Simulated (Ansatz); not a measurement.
# ZrS2: the cost of one run

Computed with Ansatz 0.2.0 (DFT PBEsol, scalar-relativistic, plane waves, PAW, unless a step's input says otherwise).

2 further runs of the same task are left out: 2 set aside as unsound or not needed.

## 1. Starting point

It takes space group P-3m1 (No. 164, trigonal). Conventional cell: a = 3.627 Å, b = 3.627 Å, c = 5.881 Å, α = 90.00°, β = 90.00°, γ = 120.00°. Zr (site symmetry -3m) is surrounded by 6 S at 2.55 Å. S (site symmetry 3m) has 3 Zr at 2.55 Å in its first shell of neighbours.

As a file:

```cif
data_structure
_symmetry_space_group_name_H-M 'P 1'
_symmetry_Int_Tables_number 1
_cell_length_a 3.6274
_cell_length_b 3.6274
_cell_length_c 5.8808
_cell_angle_alpha 90.000
_cell_angle_beta 90.000
_cell_angle_gamma 120.000
_cell_volume 67.01
loop_
_atom_site_label
_atom_site_type_symbol
_atom_site_fract_x
_atom_site_fract_y
_atom_site_fract_z
_atom_site_occupancy
Zr1 Zr 0.00000 0.00000 0.00000 1
S1 S 0.33333 0.66667 0.24709 1
S2 S 0.66667 0.33333 0.75291 1
```

This cell was relaxed beforehand with the same method: volume 22.34 Å³/atom, gap on the mesh 0.76 eV.

The bulk reference comes from a run made before at the same settings: -1967.7185 eV/atom.

## 2. Cutting the (102) slab

Miller indices refer to the conventional cell of the relaxed bulk, P-3m1 (No. 164): a = 3.627 Å, b = 3.627 Å, c = 5.881 Å, α = 90.00°, β = 90.00°, γ = 120.00°.

The slab is a (102) slab, 12.5 Å thick as cut, with 15 Å of vacuum; its outer planes are Zr (top) and S (bottom).

The slab as cut. Layers, bottom to top:

| plane | atoms per cell | height over the lowest (Å) |
| --- | --- | --- |
| 1 | S | 0.00 |
| 2 | S | 1.41 |
| 3 | Zr | 1.78 |
| 4 | S | 2.15 |
| 5 | S | 3.55 |
| 6 | Zr | 3.92 |
| 7 | S | 4.29 |
| 8 | S | 5.70 |
| 9 | Zr | 6.07 |
| 10 | S | 6.44 |
| 11 | S | 7.85 |
| 12 | Zr | 8.22 |
| 13 | S | 8.59 |
| 14 | S | 9.99 |
| 15 | Zr | 10.36 |
| 16 | S | 10.73 |
| 17 | S | 12.14 |
| 18 | Zr | 12.51 |

## 3. The slab as cut, atoms at the bulk's places

A dipole layer in the vacuum cancels the field that periodic copies would set up if the slab's two faces differ.

File input.yaml:

```yaml
crystal:
  lattice:
    - [3.6273864416, 0.0, 0.0]
    - [0.0, 8.6056646436, 0.0]
    - [0.0, 0.0, 27.5100224834]
  atoms:
    - { symbol: S, position: [0.0, 0.2930567278, 0.2726279124] }
    - { symbol: S, position: [0.5, 0.973451164, 0.3237407934] }
    - { symbol: Zr, position: [0.5, 0.2665078918, 0.3372014197] }
    - { symbol: S, position: [0.5, 0.5595646197, 0.350662046] }
    - { symbol: S, position: [0.0, 0.2399590559, 0.401774927] }
    - { symbol: Zr, position: [0.0, 0.5330157837, 0.4152355533] }
    - { symbol: S, position: [0.0, 0.8260725115, 0.4286961796] }
    - { symbol: S, position: [0.5, 0.5064669477, 0.4798090605] }
    - { symbol: Zr, position: [0.5, 0.7995236755, 0.4932696868] }
    - { symbol: S, position: [0.5, 0.0925804034, 0.5067303132] }
    - { symbol: S, position: [0.0, 0.7729748396, 0.5578431941] }
    - { symbol: Zr, position: [0.0, 0.0660315674, 0.5713038204] }
    - { symbol: S, position: [0.0, 0.3590882952, 0.5847644467] }
    - { symbol: S, position: [0.5, 0.0394827314, 0.6358773277] }
    - { symbol: Zr, position: [0.5, 0.3325394592, 0.649337954] }
    - { symbol: S, position: [0.5, 0.6255961871, 0.6627985803] }
    - { symbol: S, position: [0.0, 0.3059906232, 0.7139114613] }
    - { symbol: Zr, position: [0.0, 0.5990473511, 0.7273720876] }
basis:
  ecutwfc: 420
kpoints:
  mp_grid: { grid: [7, 3, 1] }
hamiltonian:
  xc: pbesol
scf:
  occupations: { method: gaussian, width: 0.05 }
output:
  forces: true
  stress: true
  eigenvalues: true
  write_density: true
  write_potential: true
  elf: true
  volumetric_format: npy
efield:
  axis: 3
  dipole_correction: true
  ramp_width: 0.04
```

Command:

```sh
$ ansatz run input.yaml --threads 2 --pin off --max-ram 5120MiB --backend cpu --events-out ev --progress --plain --runs-dir out
```

What time and memory should one allow on 2 threads of Intel Xeon 6975P-C (Granite Rapids), shared host?

About 36 s, with a peak of 1.4 GiB.
